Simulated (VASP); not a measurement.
# SiC (Moissanite 3C) (F-43m) in VASP: further runs, part 2 of 2

VASP 6.6.1.

## Step 4: Single point, r2SCAN

Input file INCAR:

```
PREC     = Accurate       # precision mode
ENCUT    = 460            # plane-wave cutoff, eV
EDIFF    = 1E-7           # SCF threshold, eV
ISMEAR   = 0              # smearing method
SIGMA    = 0.05           # smearing width, eV
LREAL    = Auto         
LASPH    = T              # aspherical terms in the spheres
NELM     = 100            # most SCF steps
ALGO     = Normal         # electronic algorithm
ISIF     = 2              # what is computed and relaxed
LWAVE    = F              # write WAVECAR
LCHARG   = F              # write CHGCAR
METAGGA  = R2SCAN         # meta-GGA
LMIXTAU  = T            
ADDGRID  = F
```

Input file KPOINTS:

```
regular mesh
0
Gamma
  6 6 6
```

Input file POSCAR:

```
SiC
1.0
    0.0000000000      2.1790000000      2.1790000000
    2.1790000000      0.0000000000      2.1790000000
    2.1790000000      2.1790000000      0.0000000000
Si C
1 1
Direct
    0.0000000000      0.0000000000      0.0000000000
    0.7500000000      0.7500000000      0.7500000000
```

Potentials or basis: VASP PAW PBE potentials, release 64 (Si, C).

Command:

```sh
$ cat potpaw_PBE.64/Si/POTCAR potpaw_PBE.64/C/POTCAR > POTCAR
$ mpirun -np 1 vasp_std > vasp.out
```

OUTCAR:

```text
PREC = Accurate
   ENCUT = 460
   EDIFF = 1E-7
   ISMEAR = 0
   LREAL = Auto
   LASPH = T
   NELM = 100
   ISIF = 2
   METAGGA = R2SCAN

 Found     16 irreducible k-points:

 Following reciprocal coordinates:
            Coordinates               Weight
  0.000000  0.000000  0.000000      1.000000
  0.166667  0.000000  0.000000      8.000000
  0.333333  0.000000  0.000000      8.000000
  0.500000  0.000000  0.000000      4.000000
  0.166667  0.166667  0.000000      6.000000
  0.333333  0.166667  0.000000     24.000000
   k-points           NKPTS =     16   k-points in BZ     NKDIM =     16   number of bands    NBANDS=      8
   number of dos      NEDOS =    301   number of ions     NIONS =      2
   total plane-waves  NPLWV =  13824
   dimension x,y,z NGX =    24 NGY =   24 NGZ =   24
   dimension x,y,z NGXF=    48 NGYF=   48 NGZF=   48
   ions per type =               1   1
   NGX,Y,Z   is equivalent  to a cutoff of  12.95, 12.95, 12.95 a.u.
   NGXF,Y,Z  is equivalent  to a cutoff of  25.90, 25.90, 25.90 a.u.
 SYSTEM =  unknown system
   PREC   = accura    normal or accurate (medium, high low for compatibility)
   ISTART =      0    job   : 0-new  1-cont  2-samecut
   ICHARG =      2    charge: 1-file 2-atom 10-const
   ISPIN  =      1    spin polarized calculation?
   LNONCOLLINEAR =      F non collinear calculations
   LSORBIT =      F    spin-orbit coupling
   LASPH  =      T    aspherical Exc in radial PAW
   ENCUT  =  460.0 eV  33.81 Ry    5.81 a.u.   5.39  5.39  5.39*2*pi/ulx,y,z
   NELM   =    100;   NELMIN=  2; NELMDL= -5     # of ELM steps
   EDIFF  = 0.1E-06   stopping-criterion for ELM
   LREAL  =      T    real-space projection
   EDIFFG = 0.1E-05   stopping-criterion for IOM
   NSW    =      0    number of steps for IOM
   IBRION =     -1    ionic relax: 0-MD 1-quasi-New 2-CG
   NFREE  =      0    steps in history (QN), initial steepest desc. (CG)
   ISIF   =      2    stress and relaxation
   ISYM   =      2    0-nonsym 1-usesym 2-fastsym
   POTIM  = 0.5000    time-step for ionic-motion
   TEBEG  =    0.0;   TEEND  =   0.0 temperature during run
   PSTRESS=    0.0 pullay stress
   NELECT =       8.0000    total number of electrons
   NUPDOWN=      -1.0000    fix difference up-down
   EMIN   =  10.00;   EMAX   =-10.00  energy-range for DOS
   EFERMI =   0.00;   METHOD = LEGACY
   ISMEAR =     0;   SIGMA  =   0.05  broadening in eV -4-tet -1-fermi 0-gaus
   EFERMI_NEDOS =   21; number of points for ismear=-14 and -15
   IALGO  =     38    algorithm
   IMIX   =      4    mixing-type and parameters
     AMIX     =   0.40;   BMIX     =  1.00
     AMIX_MAG =   1.60;   BMIX_MAG =  1.00
  volume/ion in A,a.u.               =      10.35        69.82
  Fermi-wavevector in a.u.,A,eV,Ry     =   1.192626  2.253736 19.352338  1.422357
  Thomas-Fermi vector in A             =   2.328660
   LORBIT       =      0    0 simple, 1 ext, 2 COOP (PROOUT), +10 PAW based schemes
   METAGGA = R2SCAN    functional components
   LHFCALC =     F    Hartree Fock is set to
   AEXX    =    0.0000 exact exchange contribution
   IVDW    =     0    specifies the selected vdW correction
   LEPSILON=     F    determine dielectric tensor
   LRPA    =     F    only Hartree local field effects (RPA)
 non-spin polarized calculation
 Gauss-broadening in eV      SIGMA  =   0.05
  energy-cutoff  :      460.00
  volume of cell :       20.69
 maximum number of plane-waves:       475
 NGX is ok and might be reduce to    24
   NGX = 11   NGY = 11   NGZ = 11

 number of electron       8.0000001 magnetization

 Free energy of the ion-electron system (eV)
  ---------------------------------------------------
  ext. energy  EPLUGINS =         0.00000000
  ---------------------------------------------------
  free energy    TOTEN  =       -19.32058939 eV

  energy without entropy =      -19.32058939  energy(sigma->0) =      -19.32058939

 E-fermi :   8.2738     XC(G=0): -11.9324

 val. band max:        7.9890195254   @ k =   0.0000   0.0000   0.0000
 cond. band min:       9.7086792311   @ k =   0.5000   0.5000   0.0000
 fundamental gap:      1.7196597056
 Fermi energy:         8.2738491637

 k-point     1 :       0.0000    0.0000    0.0000
  band No.  band energies     occupation
      1      -8.1935      2.00000
      2       7.9890      2.00000
      3       7.9890      2.00000
      4       7.9890      2.00000
      5      14.8214      0.00000
      6      15.8327      0.00000
      7      15.8327      0.00000
      8      15.8327      0.00000
[... 45 lines left out ...]
 k-point     6 :       0.3333    0.1667    0.0000
  band No.  band energies     occupation
      1      -6.2038      2.00000
      2       3.0033      2.00000
      3       6.1209      2.00000
      4       6.1666      2.00000
      5      13.4101      0.00000
      6      16.1969      0.00000
      7      17.6473      0.00000
      8      18.3309      0.00000

 [... further k-points ...]

------------------------ aborting loop because EDIFF is reached ----------------------------------------

  FORCE on cell =-STRESS in cart. coord.  units (eV):
  Direction    XX          YY          ZZ          XY          YZ          ZX
  --------------------------------------------------------------------------------------
  -------------------------------------------------------------------------------------
  Total       -0.0639180     -0.0639180     -0.0639180      0.0000000     -0.0000000     -0.0000000
  in kB       -4.9491689     -4.9491689     -4.9491689      0.0000000     -0.0000000     -0.0000000
  external PRESSURE =      -4.9491689 kB  Pullay stress =       0.0000000 kB

 VOLUME and BASIS-vectors are now :
 -----------------------------------------------------------------------------
  energy-cutoff  :      460.00
  volume of cell :       20.69
      direct lattice vectors                 reciprocal lattice vectors
     0.000000000  2.179000000  2.179000000    -0.229463056  0.229463056  0.229463056
     2.179000000  0.000000000  2.179000000     0.229463056 -0.229463056  0.229463056
     2.179000000  2.179000000  0.000000000     0.229463056  0.229463056 -0.229463056

 POSITION                                       TOTAL-FORCE (eV/Angst)
 -----------------------------------------------------------------------------------
      0.00000      0.00000      0.00000        -0.000000     -0.000000     -0.000000
      3.26850      3.26850      3.26850         0.000000      0.000000      0.000000
 -----------------------------------------------------------------------------------
    total drift:                                0.000001      0.000001      0.000001

  FREE ENERGIE OF THE ION-ELECTRON SYSTEM (eV)
  ---------------------------------------------------
  free  energy   TOTEN  =       -19.3205893900 eV

  energy  without entropy=      -19.3205893900  energy(sigma->0) =      -19.32058939
```

stdout:

```text
POSCAR found type information on POSCAR SiC
 POSCAR found :  2 types and       2 ions
 scaLAPACK will be used
 -----------------------------------------------------------------------------
|                                                                             |
|                                                                             |
|     You have a (more or less) 'small supercell' and for smaller cells       |
|     it is recommended to use the reciprocal-space projection scheme!        |
|     The real-space optimization is not efficient for small cells and it     |
|     is also less accurate ...                                               |
|     Therefore, set LREAL=.FALSE. in the INCAR file.                         |
|                                                                             |
 -----------------------------------------------------------------------------

 -----------------------------------------------------------------------------
|                                                                             |
|                                                                             |
|     You enforced a specific xc type in the INCAR file but a different       |
|     I HOPE YOU KNOW WHAT YOU ARE DOING!                                     |
|                                                                             |
 -----------------------------------------------------------------------------

 LDA part: xc-table for (None), standard interpolation
 POSCAR, INCAR and KPOINTS ok, starting setup
 FFT: planning ... GRIDC
 FFT: planning ... GRID_SOFT
 FFT: planning ... GRID
 WAVECAR not read
 entering main loop
```

Run time: 11 s. Hardware: 1 thread of Intel Xeon 6975P-C (Granite Rapids), shared host; peak memory 0.13 GiB.

These settings aren't checked as converged: the numbers below hold their error.

Results:

* Free energy: -19.3206 eV
* Pressure: -0.5 GPa
* Band gap on the k mesh: 1.72 eV, indirect (least direct gap 5.06 eV)

Caveat: the cutoff is under 1.25 times the usual one of these potentials, so pressure, stress and relaxed cells hold a basis-set (Pulay) error; the PAW data sets were made with another functional, which shifts forces and pressure a little.

## Step 5: Single point, r2SCAN

Changes to INCAR since step 4:

```diff
@@ -2,6 +2,6 @@
 ENCUT    = 460            # plane-wave cutoff, eV
-EDIFF    = 1E-7           # SCF threshold, eV
+EDIFF    = 0.01           # SCF threshold, eV
 ISMEAR   = 0              # smearing method
 SIGMA    = 0.05           # smearing width, eV
-LREAL    = Auto         
+LREAL    = F              # projectors in reciprocal space
 LASPH    = T              # aspherical terms in the spheres
```

KPOINTS is that of step 4.

POSCAR is that of step 4.

Command:

```sh
$ cat potpaw_PBE.64/Si/POTCAR potpaw_PBE.64/C/POTCAR > POTCAR
$ mpirun -np 1 vasp_std > vasp.out
```

Run time: 4.8 s. Hardware: 1 thread of Intel Xeon 6975P-C (Granite Rapids), shared host; peak memory 0.13 GiB.

These settings aren't checked as converged: the numbers below hold their error.

Results:

| Quantity | Value |
| --- | --- |
| Free energy | -19.3104 eV |
| Pressure | 0.0 GPa |
| Band gap on the k mesh | 1.75 eV, indirect (least direct gap 5.09 eV) |

Caveat: the cutoff is under 1.25 times the usual one of these potentials, so pressure, stress and relaxed cells hold a basis-set (Pulay) error; the PAW data sets were made with another functional, which shifts forces and pressure a little.

## Step 6: Single point, r2SCAN

Changes to INCAR since step 5:

```diff
@@ -2,3 +2,3 @@
 ENCUT    = 460            # plane-wave cutoff, eV
-EDIFF    = 0.01           # SCF threshold, eV
+EDIFF    = 0.001          # SCF threshold, eV
 ISMEAR   = 0              # smearing method
```

KPOINTS is that of step 5.

POSCAR is that of step 5.

Potentials or basis: VASP PAW PBE potentials, release 64 (Si, C).

Command:

```sh
$ cat potpaw_PBE.64/Si/POTCAR potpaw_PBE.64/C/POTCAR > POTCAR
$ mpirun -np 1 vasp_std > vasp.out
```

Wall time 5.8 s (1 thread of Intel Xeon 6975P-C (Granite Rapids), shared host); peak memory 0.13 GiB.

These settings aren't checked as converged: the numbers below hold their error.

Results:

```yaml
Free_energy: -19.3196 eV
Pressure: -0.4 GPa
Band_gap_on_the_k_mesh: 1.72 eV, indirect (least direct gap 5.05 eV)
```

Caveat: the cutoff is under 1.25 times the usual one of these potentials, so pressure, stress and relaxed cells hold a basis-set (Pulay) error; the PAW data sets were made with another functional, which shifts forces and pressure a little.

## Step 7: For comparison

An earlier run on the cell as given: functional PBE; potentials or basis VASP PAW PBE potentials, release 64 (Si, C); cutoff 520 eV; k mesh 10 × 10 × 10; occupations fermi-dirac, width 0.05 eV; no spin polarisation.

* Pressure: 3.2 GPa
* Band gap on the k mesh: 1.36 eV, indirect (least direct gap 4.54 eV)
